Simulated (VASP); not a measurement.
# MgSi: equation of state with LDA

Crystal: MgSi.

```
Si Mg
1.0
     2.87073    0.00000    0.00000
     0.00000    2.87073    0.00000
     0.00000    0.00000    3.96946
Si Mg
1 1
Direct
  0.50000 0.50000 0.50000
  0.00000 0.00000 0.00000
```

The cell comes from a database or a generator and needn't be the stable form of this composition.

* Program: VASP 6.6.1
* Task: equation of state
* Functional: LDA
* Potentials or basis: VASP PAW LDA potentials, release 64 (Si, Mg)
* Cutoff: 520 eV
* k mesh: 8 × 8 × 6
* Occupations: fermi-dirac, width 0.05 eV
* Spin: no spin polarisation
* Ladder: gaps
* Further INCAR settings: ALGO = Fast; EDIFF = 1e-06

```
Equilibrium volume                        : 16.37 Å³/atom
Bulk modulus at fixed shape and positions : 73 GPa
Pressure derivative of the bulk modulus   : 4.4 (rough: it moves with the points fitted)
```

Energy against volume, from the lowest point:
```tsv
volume (Å³/atom)	energy (meV/atom)
15.702	6.61
16.029	1.64
16.356	0.00
16.684	1.36
17.011	5.41
```

All runs of the series together: 38 s on 1 thread of Intel(R) Xeon(R) Platinum 8259CL CPU @ 2.50GHz (Skylake/Cascade Lake), with other jobs on the host.

Caveat: the cell was scaled at fixed shape and fractional positions, which overstates the stiffness of a crystal with free parameters, most of all of layers and chains.
